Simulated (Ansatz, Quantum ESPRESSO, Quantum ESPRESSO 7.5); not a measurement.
# 1 layers of Nb in Pb(100), on the host's sites: ballistic transmission

Aim: the zero-bias transmission with pwcond for this junction: 1 layers of Nb in Pb(100), on the host's sites.

Main program and level: Quantum ESPRESSO 7.5; plane-wave DFT, PBE, GBRV ultrasoft pseudopotentials (cross-check by Ansatz 0.2.0 with PAW datasets).

## (1) Starting point

The cell holds 14 atoms: 13 Pb and 1 Nb. Its edges and angles: a = 3.557 Å, b = 3.557 Å, c = 34.141 Å, α = 90.0°, β = 90.0°, γ = 90.0°. It derives from Pb. Regions: left lead, 6 atoms (6 Pb); channel, 2 atoms (1 Nb and 1 Pb); right lead, 6 atoms (6 Pb). The structure is stacked along c, and the current runs across the ab planes.

## (2) Ground state

One periodic cell holds a stretch of lead, the junction and more lead; the atoms stay as built.

File scf.in:

```
&control
  prefix = 'scf'
  outdir = './out'
  pseudo_dir = './pseudo'
  calculation = 'scf'
  tprnfor = .true.
/
&system
  ibrav = 0
  nat = 14
  ntyp = 2
  ecutwfc = 40
  ecutrho = 200
  occupations = 'smearing'
  smearing = 'mv'
  degauss = 0.01
/
&electrons
  conv_thr = 1e-07
  mixing_beta = 0.25
  electron_maxstep = 120
  mixing_mode = 'local-TF'
/
ATOMIC_SPECIES
  Pb  207.2000  pb_pbe_v1.uspp.F.UPF
  Nb  92.9064  nb_pbe_v1.uspp.F.UPF
CELL_PARAMETERS angstrom
  3.55674710936833 0.00000000000000 0.00000000000000
  0.00000000000000 3.55674710936833 0.00000000000000
  0.00000000000000 0.00000000000000 34.14136625574584
ATOMIC_POSITIONS crystal
  Pb  0.000000000000 0.000000000000 0.000000000000
  Pb  0.500000000000 0.500000000000 0.073664304503
  Pb  0.000000000000 0.000000000000 0.147328609005
  Pb  0.500000000000 0.500000000000 0.220992913508
  Pb  0.000000000000 0.000000000000 0.294657218011
  Pb  0.500000000000 0.500000000000 0.368321522513
  Nb  0.000000000000 0.000000000000 0.426335695497
  Pb  0.500000000000 0.500000000000 0.484349868481
  Pb  0.000000000000 0.000000000000 0.558014172984
  Pb  0.500000000000 0.500000000000 0.631678477487
  Pb  0.000000000000 0.000000000000 0.705342781989
  Pb  0.500000000000 0.500000000000 0.779007086492
  Pb  0.000000000000 0.000000000000 0.852671390995
  Pb  0.500000000000 0.500000000000 0.926335695497
K_POINTS automatic
  7 7 1 0 0 0
```

Command:

```console
> OMP_NUM_THREADS=1 mpirun -n 4 pw.x -nk 2 -in scf.in > scf.out
```

The log of the run:

```text
Program PWSCF v.7.5 starts
[citation notice left out]

     Parallel version (MPI & OpenMP), running on       4 processor cores
     Number of MPI processes:                 4
     Threads/MPI process:                     1

     MPI processes distributed on     1 nodes
[...]
Current dimensions of program PWSCF are:
     Max number of different atomic species (ntypx) = 10
     Max number of k-points (npk) =  40000
     Max angular momentum in pseudopotentials (lmaxx) =  4
     Message from routine setup:
     using ibrav=0 with symmetry is DISCOURAGED, use correct ibrav instead

     K-points division:     npool     =       2
     R & G space division:  proc/nbgrp/npool/nimage =       2
     Subspace diagonalization in iterative solution of the eigenvalue problem:
     a serial algorithm will be used

     Parallelization info
     --------------------
     sticks:   dense  smooth     PW     G-vecs:    dense   smooth      PW
     Min         358     288     88                69528    49878    8116
     Max         359     289     89                69551    49901    8137
     Sum         717     577    177               139079    99779   16253

     Using Slab Decomposition

     bravais-lattice index     =            0
     lattice parameter (alat)  =       6.7213  a.u.
     unit-cell volume          =    2914.6303 (a.u.)^3
     number of atoms/cell      =           14
     number of atomic types    =            2
     number of electrons       =       195.00
     number of Kohn-Sham states=          118
     kinetic-energy cutoff     =      40.0000  Ry
     charge density cutoff     =     200.0000  Ry
     scf convergence threshold =      1.0E-07
     mixing beta               =       0.2500
     number of iterations used =            8  local-TF  mixing
     Exchange-correlation= SLA  PW   PBE  PBE
                           (   1   4   3   4   0   0   0)

     celldm(1)=   6.721278  celldm(2)=   0.000000  celldm(3)=   0.000000
     celldm(4)=   0.000000  celldm(5)=   0.000000  celldm(6)=   0.000000

     crystal axes: (cart. coord. in units of alat)
               a(1) = (   1.000000   0.000000   0.000000 )
               a(2) = (   0.000000   1.000000   0.000000 )
               a(3) = (   0.000000   0.000000   9.599042 )

     reciprocal axes: (cart. coord. in units 2 pi/alat)
               b(1) = (  1.000000  0.000000  0.000000 )
               b(2) = (  0.000000  1.000000  0.000000 )
               b(3) = (  0.000000  0.000000  0.104177 )

     PseudoPot. # 1 for Pb read from file:
     ./pseudo/pb_pbe_v1.uspp.F.UPF
     Pseudo is Ultrasoft + core correction, Zval = 14.0
     Generated by new atomic code, or converted to UPF format
     Using radial grid of  899 points,  6 beta functions with:
                l(1) =   0
                l(2) =   0
                l(3) =   1
                l(4) =   1
                l(5) =   2
                l(6) =   2
     Q(r) pseudized with  6 coefficients,  rinner =    1.000   1.000   1.000
                                                       1.000   1.000

     PseudoPot. # 2 for Nb read from file:
     ./pseudo/nb_pbe_v1.uspp.F.UPF
     Pseudo is Ultrasoft + core correction, Zval = 13.0
     Generated by new atomic code, or converted to UPF format
     Using radial grid of  887 points,  6 beta functions with:
                l(1) =   0
                l(2) =   0
                l(3) =   1
                l(4) =   1
                l(5) =   2
                l(6) =   2
     Q(r) pseudized with  6 coefficients,  rinner =    1.000   1.000   1.000
                                                       1.000   1.000

     atomic species   valence    mass     pseudopotential
     Pb               14.00   207.20000     Pb( 1.00)
     Nb               13.00    92.90640     Nb( 1.00)

      8 Sym. Ops. (no inversion) found

   Cartesian axes

     site n.     atom                  positions (alat units)
         1        Pb     tau(   1) = (   0.0000000   0.0000000   0.0000000  )
         2        Pb     tau(   2) = (   0.5000000   0.5000000   0.7071068  )
         3        Pb     tau(   3) = (   0.0000000   0.0000000   1.4142136  )
         4        Pb     tau(   4) = (   0.5000000   0.5000000   2.1213203  )
         5        Pb     tau(   5) = (   0.0000000   0.0000000   2.8284271  )
         6        Pb     tau(   6) = (   0.5000000   0.5000000   3.5355339  )
         7        Nb     tau(   7) = (   0.0000000   0.0000000   4.0924144  )
         8        Pb     tau(   8) = (   0.5000000   0.5000000   4.6492949  )
         9        Pb     tau(   9) = (   0.0000000   0.0000000   5.3564017  )
        10        Pb     tau(  10) = (   0.5000000   0.5000000   6.0635085  )
        11        Pb     tau(  11) = (   0.0000000   0.0000000   6.7706153  )
        12        Pb     tau(  12) = (   0.5000000   0.5000000   7.4777220  )
        13        Pb     tau(  13) = (   0.0000000   0.0000000   8.1848288  )
        14        Pb     tau(  14) = (   0.5000000   0.5000000   8.8919356  )

     number of k points=    10  Marzari-Vanderbilt smearing, width (Ry)=  0.0100
                       cart. coord. in units 2pi/alat
        k(    1) = (   0.0000000   0.0000000   0.0000000), wk =   0.0408163
        k(    2) = (   0.0000000   0.1428571   0.0000000), wk =   0.1632653
        k(    3) = (   0.0000000   0.2857143   0.0000000), wk =   0.1632653
        k(    4) = (   0.0000000   0.4285714   0.0000000), wk =   0.1632653
        k(    5) = (   0.1428571   0.1428571   0.0000000), wk =   0.1632653
        k(    6) = (   0.1428571   0.2857143   0.0000000), wk =   0.3265306
        k(    7) = (   0.1428571   0.4285714   0.0000000), wk =   0.3265306
        k(    8) = (   0.2857143   0.2857143   0.0000000), wk =   0.1632653
        k(    9) = (   0.2857143   0.4285714   0.0000000), wk =   0.3265306
        k(   10) = (   0.4285714   0.4285714   0.0000000), wk =   0.1632653

     Dense  grid:   139079 G-vectors     FFT dimensions: (  32,  32, 300)

     Smooth grid:    99779 G-vectors     FFT dimensions: (  27,  27, 270)

     Estimated max dynamical RAM per process >     253.82 MB

     Estimated total dynamical RAM >     981.33 MB

     Check: negative core charge=   -0.000009

     Initial potential from superposition of free atoms

     starting charge     194.9667, renormalised to     195.0000

     negative rho (up, down):  2.000E-01 0.000E+00
     Starting wfcs are  130 randomized atomic wfcs

     total cpu time spent up to now is        3.6 secs

     per-process dynamical memory:   128.2 Mb

     Self-consistent Calculation

[...]
-44.5055 -20.5737 -20.4879 -20.4650  -6.3171  -6.3171  -6.2895  -6.2879
    -6.2586  -6.2469  -6.2338  -6.2335  -6.2069  -6.2040  -6.2015  -6.1957
    -6.1887  -6.1883  -6.1776  -6.1756  -6.1736  -6.1735  -6.1718  -6.1550
    -6.1539  -6.1505  -6.1491  -6.1482  -6.1356  -6.1304  -6.1268  -6.1168
    -6.1130  -6.1069  -6.0993  -6.0761  -6.0667  -6.0654  -6.0653  -6.0511
    -6.0503  -6.0498  -6.0482  -6.0343  -6.0205  -6.0076  -5.9960  -5.9955
    -5.9800  -5.9795  -5.9656  -5.9567  -5.9544  -5.9537  -5.9403  -5.9345
    -5.9336  -5.9205  -5.9106  -5.8263  -5.8215  -5.7296  -5.6846  -5.6640
    -5.6532  -5.6435  -5.6386  -5.6349  -5.6313  -0.2854  -0.1861  -0.0406
     0.2207   0.4238   0.8802   1.1174   1.7463   1.9822   2.7197   3.0333
     3.6588   3.9396   7.5234   8.2338   8.9593   9.0809   9.5809  10.1783
    10.2312  10.7394  10.7411  11.1278  11.3049  11.3380  11.5205  11.6620
    11.8919  12.0748  12.5765  12.7569  12.9030  13.2026  13.3395  13.3415
    13.5229  13.8873  13.9237  14.0861  14.0915  14.6001  14.7273  14.8836
    14.8961  15.3101  15.4524  15.8042  15.8348  16.2921

          k = 0.0000 0.2857 0.0000 ( 12442 PWs)   bands (ev):

   -44.5028 -20.5686 -20.5348 -20.4610  -6.2798  -6.2798  -6.2449  -6.2442
    -6.2187  -6.2136  -6.2135  -6.2107  -6.1939  -6.1935  -6.1795  -6.1745
    -6.1678  -6.1676  -6.1654  -6.1653  -6.1575  -6.1568  -6.1521  -6.1512
    -6.1447  -6.1423  -6.1412  -6.1378  -6.1338  -6.1315  -6.1312  -6.1311
    -6.1296  -6.1166  -6.1140  -6.1070  -6.0941  -6.0755  -6.0678  -6.0238
    -6.0236  -6.0228  -6.0141  -6.0140  -6.0135  -6.0118  -6.0099  -5.9953
    -5.9940  -5.9939  -5.9915  -5.9796  -5.9789  -5.9596  -5.9497  -5.9454
    -5.9433  -5.9260  -5.9225  -5.7917  -5.7813  -5.7112  -5.6903  -5.6647
    -5.6641  -5.6608  -5.6450  -5.6318  -5.6265   0.4537   0.5489   0.6920
     0.9363   1.1368   1.5480   1.7816   2.3064   2.5257   3.0681   3.3170
     3.6729   3.8331   7.8568   8.2244   8.2382   8.3598   8.4443   8.6933
     8.7705   9.1310   9.4821   9.6906   9.7275  10.2429  10.4243  10.7215
    11.2051  11.3048  11.4346  11.5798  11.5945  12.1649  12.7160  12.7758
    13.4259  13.6388  14.0386  14.1484  14.3387  14.6005  14.8822  14.9148
    15.0240  15.2940  15.3052  15.5561  15.6334  16.1593

          k = 0.0000 0.4286 0.0000 ( 12434 PWs)   bands (ev):

   -44.5005 -20.5722 -20.5645 -20.4577  -6.2627  -6.2627  -6.2341  -6.2339
    -6.2172  -6.2172  -6.2014  -6.1992  -6.1900  -6.1896  -6.1804  -6.1803
    -6.1780  -6.1700  -6.1699  -6.1688  -6.1655  -6.1642  -6.1586  -6.1538
    -6.1536  -6.1524  -6.1450  -6.1438  -6.1397  -6.1319  -6.1299  -6.1298
    -6.1181  -6.1172  -6.1085  -6.1009  -6.0880  -6.0810  -6.0658  -6.0592
    -6.0355  -6.0153  -6.0107  -5.9966  -5.9897  -5.9887  -5.9808  -5.9744
    -5.9712  -5.9662  -5.9645  -5.9544  -5.9504  -5.9501  -5.9371  -5.9361
    -5.9325  -5.9277  -5.9210  -5.7792  -5.7647  -5.7447  -5.7161  -5.6875
    -5.6812  -5.6465  -5.6299  -5.5985  -5.5663   1.6232   1.7019   1.8235
     2.0122   2.1689   2.4433   2.5864   2.8268   2.8671   2.9651   2.9782
     2.9892   2.9998   6.8447   7.1350   7.1358   7.3796   7.6227   7.6927
     7.7157   8.2563   8.6622   8.7296   8.8272   9.5770   9.8521  10.1238
    10.5890  10.8511  10.9531  11.2634  11.6960  11.9272  12.5382  12.8036
    12.8893  13.4797  14.2266  14.2795  14.6931  14.9273  15.3000  15.3592
    15.4933  15.6144  15.8179  15.9048  15.9308  15.9693

          k = 0.1429 0.1429 0.0000 ( 12455 PWs)   bands (ev):

   -44.5043 -20.5715 -20.4865 -20.4854  -6.2827  -6.2827  -6.2530  -6.2522
    -6.2246  -6.2232  -6.2230  -6.2162  -6.2070  -6.2056  -6.1943  -6.1911
    -6.1850  -6.1807  -6.1764  -6.1750  -6.1699  -6.1696  -6.1671  -6.1529
    -6.1499  -6.1491  -6.1336  -6.1291  -6.1267  -6.1247  -6.1246  -6.1229
    -6.1085  -6.1078  -6.0974  -6.0964  -6.0794  -6.0784  -6.0745  -6.0623
    -6.0565  -6.0417  -6.0386  -6.0279  -6.0163  -6.0146  -6.0081  -5.9980
    -5.9959  -5.9815  -5.9784  -5.9754  -5.9643  -5.9634  -5.9550  -5.9448
    -5.9401  -5.9312  -5.9049  -5.7916  -5.7884  -5.7200  -5.6745  -5.6705
    -5.6546  -5.6533  -5.6490  -5.6484  -5.6481  -0.0373   0.0610   0.2062
     0.4630   0.6661   1.1109   1.3484   1.9518   2.1867   2.8790   3.1834
     3.7457   4.0015   7.7742   8.5061   9.0651   9.1583   9.6932  10.0471
    10.0999  10.3670  10.5534  11.0453  11.1122  11.2659  11.3670  11.4177
    11.5995  11.6701  11.8049  11.9877  12.1865  12.2034  12.2962  12.5142
    12.8231  12.8436  13.0458  13.4641  13.7319  13.8652  13.9508  14.0210
    14.2986  14.8330  15.1401  15.1542  15.1591  15.6022

          k = 0.1429 0.2857 0.0000 ( 12443 PWs)   bands (ev):

   -44.5015 -20.5664 -20.5327 -20.4816  -6.2405  -6.2405  -6.2262  -6.2258
    -6.2104  -6.2075  -6.2025  -6.2016  -6.1885  -6.1837  -6.1788  -6.1769
    -6.1768  -6.1735  -6.1710  -6.1664  -6.1614  -6.1590  -6.1589  -6.1574
    -6.1533  -6.1488  -6.1361  -6.1305  -6.1284  -6.1271  -6.1233  -6.1138
    -6.0997  -6.0969  -6.0936  -6.0854  -6.0836  -6.0796  -6.0698  -6.0480
    -6.0399  -6.0385  -6.0220  -6.0163  -6.0139  -6.0122  -6.0076  -6.0036
    -6.0030  -5.9886  -5.9875  -5.9790  -5.9778  -5.9649  -5.9640  -5.9520
    -5.9439  -5.9358  -5.9168  -5.7490  -5.7384  -5.7076  -5.6892  -5.6781
    -5.6773  -5.6624  -5.6575  -5.6470  -5.6245   0.6988   0.7923   0.9329
     1.1719   1.3680   1.7688   1.9951   2.5028   2.7106   3.2302   3.4644
     3.8007   3.9507   8.1411   8.4694   8.5036   8.6234   8.7131   8.9249
     8.9957   9.3596   9.5938   9.7355   9.8777  10.3201  10.4556  10.7575
    10.7910  10.9646  11.3864  11.4002  11.6669  11.9982  12.1582  12.2757
    12.3911  12.5620  12.7868  12.8048  13.0696  13.1423  13.3374  13.9534
    14.1495  14.3521  14.7845  14.8457  15.0765  15.1071

[...]
the Fermi energy is    10.8897 ev

!    total energy              =   -2251.84417531 Ry
     estimated scf accuracy    <       0.00000004 Ry
     smearing contrib. (-TS)   =       0.00103499 Ry
     internal energy E=F+TS    =   -2251.84521031 Ry

     The total energy is F=E-TS. E is the sum of the following terms:
     one-electron contribution =    -512.10587564 Ry
     hartree contribution      =     396.75773148 Ry
     xc contribution           =    -842.16378490 Ry
     ewald contribution        =   -1294.33328125 Ry

     convergence has been achieved in  14 iterations

     negative rho (up, down):  2.049E-01 0.000E+00

     Forces acting on atoms (cartesian axes, Ry/au):

     atom    1 type  1   force =     0.00000000    0.00000000    0.00013074
     atom    2 type  1   force =     0.00000000    0.00000000    0.00049295
     atom    3 type  1   force =     0.00000000    0.00000000   -0.00137585
     atom    4 type  1   force =     0.00000000    0.00000000    0.00391802
     atom    5 type  1   force =     0.00000000    0.00000000   -0.00666212
     atom    6 type  1   force =     0.00000000    0.00000000    0.01896259
     atom    7 type  2   force =     0.00000000    0.00000000    0.00006173
     atom    8 type  1   force =     0.00000000    0.00000000   -0.01897981
     atom    9 type  1   force =     0.00000000    0.00000000    0.00666249
     atom   10 type  1   force =     0.00000000    0.00000000   -0.00392502
     atom   11 type  1   force =     0.00000000    0.00000000    0.00136151
     atom   12 type  1   force =     0.00000000    0.00000000   -0.00050166
     atom   13 type  1   force =     0.00000000    0.00000000   -0.00014383
     atom   14 type  1   force =     0.00000000    0.00000000   -0.00000173

     Total force =     0.029045     Total SCF correction =     0.001060

[...]
=------------------------------------------------------------------------------=
   JOB DONE.
=------------------------------------------------------------------------------=
```

Run time: 2.7 min. Hardware: 4 MPI ranks of Arm Neoverse V2, shared host; peak memory 1.1 GiB.

Read from the output:

```
free energy  : -30637.9008 eV
Fermi energy : 10.89 eV
```

The program's own clock; routines nest. Time by routine:

```tsv
routine	wall time (s)	calls
PWSCF	159.5	1
electrons	154.2	1
c_bands	133.3	15
cegterg	125.6	75
h_psi	68.05	427
fftw	49.01	54318
vloc_psi	44.12	427
calbec	17.19	522
sum_band	16.63	15
add_vuspsi	11.69	427
s_psi	11.65	427
h_psi:calbec	11.62	427
cdiaghg	6.21	417
init_run	3.51	1
```

The run needed 14 iterations to bring the estimated error under 1e-07 Ry; the largest force on any atom, held or free, is 0.49 eV/Å.

(Part 1 of 3 ends here.)

[Logs are printed without paths, hosts, clocks, repeated set-up lines and the standing remarks that a program may print on its own settings, such as how far it seeks lower states.]

[Hosts, paths, dates, database ids (printed as entryN), source tags and the programs' standing remarks are cut or masked in the printed files.]

[Maps of the electrostatic potential energy from Ansatz leave out the sawtooth potential of an applied field or a dipole correction, so their vacuum need not be flat; planar profiles and work functions include it.]
